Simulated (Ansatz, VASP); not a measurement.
## GaAs: VASP beside Ansatz

```
Ga As
1.0
     0.00000    2.83309    2.88975
     2.83309    0.00000    2.88975
     2.83309    2.83309    0.00000
Ga As
1 1
Cartesian
  0.0000 0.0000 0.0000
  1.4165 1.4165 1.4449
```

Change from the starting cell: uniaxial_z strain +2.0%.

Alike in both runs: task single point; functional PBE; k mesh 8 × 8 × 8; occupations fermi-dirac, width 0.02 eV; no spin polarisation.

|  | VASP | Ansatz |
| --- | --- | --- |
| version | VASP 6.6.1 | Ansatz 0.2.0 |
| potentials or method | VASP PAW PBE potentials, release 64 (Ga_d, As) | plane waves, PAW |
| plane-wave cutoff (eV) | 520 | 420 |
| valence electrons in the cell | 18 | 28 |

```tsv
	VASP	Ansatz	Ansatz less VASP
pressure (GPa)	1.5	1.4	-0.16
largest component of the traceless stress (GPa)	0.80	0.81	+0.003
```

The functional is the same, so the differences come from potentials, cutoffs and numerics. The two sets of potentials don't hold the same shells in valence.
